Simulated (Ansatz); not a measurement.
## A series in volume per atom on GaAs

Results calculated with Ansatz 0.2.0, not measured. Periodic Kohn-Sham DFT of a crystal at fixed atoms; Kohn-Sham levels at symmetry points; band -1 is the highest filled and +1 the lowest empty one at that point, spin up along a +z start moment.

Cell of the first row (space group F-43m, No. 216):
```
GaAs
1.0
      0.0000     2.7691     2.7691
      2.7691     0.0000     2.7691
      2.7691     2.7691     0.0000
Ga As
1 1
Direct
  0.00000 0.00000 0.00000
  0.75000 0.75000 0.75000
```

Settings of every row: method all-electron LAPW; functional LDA; relativity scalar; k mesh 11x11x11; filling fermi-dirac; smearing width 0.05 eV; basis error target 0.5 meV/atom; nucleus gaussian.

Atom start moment: 0 on all atoms.

Limits: semilocal functionals tend to give too small a gap; no spin-orbit coupling, which shifts gaps with heavier elements (GaAs).

Limits of some rows: small gap, it may come from the mesh (row 4, 5, 6, 7).

| row | volume per atom (Å³) | band gap (eV) | smallest direct gap on path (eV) |
| --- | --- | --- | --- |
| 1 | 21.234 | 0.753 | 0.753 |
| 2 | 21.686 | 0.591 | 0.591 |
| 3 | 22.138 | 0.434 | 0.434 |
| 4 | 22.364 | 0.357 | 0.357 |
| 5 | 22.59 | 0.282 | 0.282 |
| 6 | 22.815 | ? | ? |
| 7 | 23.041 | 0.136 | 0.136 |

Question: what band gap should row 6 give?

Worked fit of band gap. Take t = volume per atom − 22, in Å³. The shown rows have t = -0.766, -0.314, 0.138, 0.364, 0.59, 1.041. Least squares give band gap = 0.4812 − 0.3451 × t + 0.01289 × t² eV; a straight line predicts inner rows, each left out in turn, worse (root mean square 0.004 against 0.00028 eV). All shown rows lie on it to the printed digit. The withheld row has t = 0.815, so the fit gives 0.4812 − 0.3451 × (0.815) + 0.01289 × (0.815)² = 0.209 eV.

The calculation gave 0.209 eV. The fit meets it to the printed digit.

The other values of row 6: smallest direct gap on path 0.209 eV.
